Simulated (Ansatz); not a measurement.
# Cost of a DFT run on AlP

```yaml
crystal:
  lattice:
    - [0.0, 2.7255, 2.7255]
    - [2.7255, 0.0, 2.7255]
    - [2.7255, 2.7255, 0.0]
  atoms:
    - { symbol: Al, position: [0.0, 0.0, 0.0] }
    - { symbol: P, position: [0.25, 0.25, 0.25] }
kpoints:
  mp_grid: { grid: [9, 9, 9] }
scf:
  occupations: { method: fixed }
hamiltonian:
  xc: pbe
  pseudopotentials: { kind: paw }
output:
  forces: true
dielectric:
  field_mesh: kpoints
```

```sh
ansatz run input.yaml --threads 1 --pin off --max-ram 2560MiB --backend cpu --events-out ev --progress --plain --runs-dir out
```

It runs on 1 thread of Arm Neoverse V2 (aarch64; 8 cores open to the job, memory cap 2.5 GiB, no GPU), a shared host with a load of 0.7 a core.

Q: Estimate the wall time and the peak memory.

A: About 14 s of wall time (14 s of CPU time) and 0.37 GiB. The run holds 8 valence electrons in 8 bands, about 749 plane waves a k-point and 125 irreducible k-points, and took 7 SCF iterations, followed by the linear response to a field. Times on a shared host vary by tens of per cent.
